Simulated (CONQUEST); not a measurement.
Crystal: CdF2.

```xyz
6
Lattice="3.8099 0.0000 0.0000 0.0000 3.8099 0.0000 0.0000 0.0000 5.3880" Properties=species:S:1:pos:R:3 pbc="T T T"
Cd    0.0000    0.0000    0.0000
Cd    1.9049    1.9049    2.6940
F     0.0000    1.9049    1.3470
F     1.9049    0.0000    4.0410
F     0.0000    1.9049    4.0410
F     1.9049    0.0000    1.3470
```

```yaml
Program: CONQUEST 1.3
Task: single point
Functional: PBEsol
Potentials_or_basis: PseudoDojo NC PBEsol, DZP, grid cutoff 150 Ha
k_mesh: 7 × 7 × 5
Occupations: fermi-dirac, width 0.05 eV
Spin: no spin polarisation
```

On this cell: pressure 0.9 GPa; largest force zero by symmetry; band gap on the k mesh 2.94 eV.

The same run follows on a disturbed copy (atoms moved at random, drawn with an rms of 0.05 Å):

```xyz
6
Lattice="3.8099 0.0000 0.0000 0.0000 3.8099 0.0000 0.0000 0.0000 5.3880" Properties=species:S:1:pos:R:3 pbc="T T T"
Cd    0.0406    0.0039    0.0029
Cd    1.9455    1.9089    2.6969
F     0.0308    1.9289    1.3952
F     1.9358    0.0239    4.0892
F     1.8791    0.0703    1.3804
F     3.7841    1.9752    4.0744
```

What does the disturbed cell give?

The energy moves by +8.5 meV/atom; pressure 1.4 GPa; largest force 0.431 eV/Å; band gap on the k mesh 2.94 eV.

Forces on the atoms (eV/Å):
```
Cd  -0.212  0.264  0.227
Cd  -0.212  0.264  0.227
F   -0.068  0.041 -0.165
F   -0.068  0.041 -0.165
F    0.279 -0.321 -0.074
F    0.279 -0.321 -0.074
```

The forces don't sum to zero, so they hold noise of the program's grid.

Caveats: the box holds several primitive cells, so bands are folded and the points are those of the box's own zone; an odd mesh through Γ misses points on the zone boundary, where band edges often lie; the basis of atomic orbitals isn't converged, which shifts pressures, moduli and gaps; the real-space grid breaks the cell's symmetry a little (some runs).
